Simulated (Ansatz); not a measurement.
Wanted: the native input for an Ansatz 0.2.0 run.

| Quantity | Value |
| --- | --- |
| Task | band structure |
| Functional | PBE |
| Dispersion | D3(BJ) |
| Potentials or basis | SSSP precision PAW |
| Cutoff | 1361 eV |
| Density cutoff | 13606 eV |
| k mesh | 10 × 10 × 10 |
| Occupations | methfessel-paxton, width 0.01 eV |
| Spin | no spin polarisation |
| Path | [["X", "G", "Y"], ["L", "G", "Z"], ["N", "G", "M"], ["R", "G"]] |
| Points for each segment of the path | 14 |

Crystal: Cd.

```xyz
1
Lattice="-0.0240 2.2726 2.2007 2.2250 0.0140 2.1627 2.2232 2.2329 0.0158" Properties=species:S:1:pos:R:3 pbc="T T T"
Cd    0.0000    0.0000    0.0000
```

The cell isn't the ideal one: cell strained at random at fixed volume.

These files were run (other wordings do the same):

input.yaml

```yaml
crystal:
  lattice:
    - [-0.023964, 2.2726, 2.200655]
    - [2.224975, 0.013978, 2.162713]
    - [2.223178, 2.232861, 0.015775]
  atoms:
    - { symbol: Cd, position: [0.0, 0.0, 0.0] }
hamiltonian:
  xc: pbe
  pseudopotentials: { kind: paw, accuracy: stringent }
  dispersion: d3bj
kpoints:
  mp_grid: { grid: [10, 10, 10] }
  band_path:
    path:
      - [[0.5, 0.0, 0.0], [0.0, 0.0, 0.0], [-0.5, -0.5, -0.5]]
      - [[0.0, -0.5, -0.5], [0.0, 0.0, 0.0], [0.0, 0.5, 0.0]]
      - [[0.5, 0.5, 0.0], [0.0, 0.0, 0.0], [-0.5, 0.0, -0.5]]
      - [[0.0, 0.0, -0.5], [0.0, 0.0, 0.0]]
    npoints: 14
scf:
  occupations: { method: methfessel_paxton, width: 0.01 }
  n_extra_bands: 6
output:
  forces: true
  stress: true
  eigenvalues: true
  fatbands: true
```

Potentials or basis: SSSP precision PAW.

Command:

```sh
$ ansatz run input.yaml --threads 1 --pin off --max-ram 2560MiB --backend cpu --events-out ev --progress --plain --runs-dir out
```

It gave:

```
Pressure               : -1.1 GPa
Band gap on the k mesh : none (metal or under the smearing width)
```

Caveat: the pressure holds a Pulay correction of +0.5 GPa for the finite cutoff; pairwise dispersion overbinds metals, which lowers pressure and volume.

Wall time 40 s on 1 thread of Intel(R) Xeon(R) Platinum 8375C CPU @ 2.90GHz (Ice Lake), on a shared host, peak memory 1.1 GiB.
